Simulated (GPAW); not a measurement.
Input of a GPAW 26.7.0 run:

The input run.py:

```python
from ase.dft.bandgap import bandgap
from ase.io import read, write
from ase.units import GPa
from gpaw import GPAW, PW

atoms = read('SnTe.xyz')

calc = GPAW(mode=PW(450),
            xc='PBE',
            kpts={'size': (6, 6, 6), 'gamma': True},
            occupations={'name': 'fermi-dirac', 'width': 0.05},
            nbands=19,
            maxiter=120,
            txt='gpaw.txt')
atoms.calc = calc
energy = atoms.get_potential_energy()
forces = atoms.get_forces()
stress = atoms.get_stress()
calc.write('gs.gpw')
write('result.traj', atoms)
print(f'Energy: {energy:.6f} eV')
print('Forces (eV/A):')
print(forces.round(4))
print('Stress (GPa):', (stress / GPa).round(3))
print('Fermi level:', round(calc.get_fermi_level(), 4), 'eV')
print(f'Gap: {bandgap(calc)[0]:.4f} eV, direct: {bandgap(calc, direct=True)[0]:.4f} eV')
```

The input SnTe.xyz:

```xyz
2
Lattice="0.0000000000 3.1508500000 3.1508500000 3.1508500000 0.0000000000 3.1508500000 3.1508500000 3.1508500000 0.0000000000" Properties=species:S:1:pos:R:3 pbc="T T T"
Te     3.1508500000      3.1508500000      3.1508500000
Sn     0.0000000000      0.0000000000      0.0000000000
```

Potentials or basis: GPAW PAW data sets (gpaw-data 1.2.1), pw.

The run is started by

```bash
$ OMP_NUM_THREADS=1 python run.py
```

Q: Estimate the band gap on the k mesh.

A: 0.11 eV, direct.

Q: Predict the pressure.

A: 1.2 GPa.

Caveat: the cutoff is short for stress and forces, so pressures can be off by a GPa or more; spin-orbit coupling is left out, which moves the levels of the heavy elements.

**What was measured.**

From a printed reference work, textbook, for a bulk crystal of SnTe at 300 K: band gap 0.18 eV (direct).

Measured gap of SnTe: 0.18 eV (direct; 300 K; a printed reference work, textbook). This calculation gives 0.11 eV (-0.07 eV). Spin-orbit coupling on Sn, Te is left out. The value is that of PBE on a finite k mesh, which can miss the band edges, without temperature or zero-point motion. Semilocal functionals fall short of measured gaps as a rule.
